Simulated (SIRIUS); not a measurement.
Pt in SIRIUS: the effect of dispersion

The system is Pt.

```
Pt
1.0
     0.00000    1.96090    1.96090
     1.96090    0.00000    1.96090
     1.96090    1.96090    0.00000
Pt
1
Cartesian
  0.0000 0.0000 0.0000
```

Alike in all runs:

| Quantity | Value |
| --- | --- |
| Program | SIRIUS 7.12.0 |
| Task | equation of state |
| Functional | PBE |
| Potentials or basis | all-electron FP-LAPW |
| Cutoff | 181 eV |
| Basis | apw+lo standard |
| k mesh | 12 × 12 × 12 |
| Occupations | fermi-dirac, width 0.05 eV |
| Spin | no spin polarisation |

```csv
dispersion,V0 of scaled cells (Å³/atom),B0 (GPa)
none,15.65,248
D3,?,?
D3(BJ),15.16,276
D4,15.22,274
```

**Question.** What does the run with dispersion D3 give?

**Answer.** V0 of scaled cells 15.07 Å³/atom; B0 280 GPa.
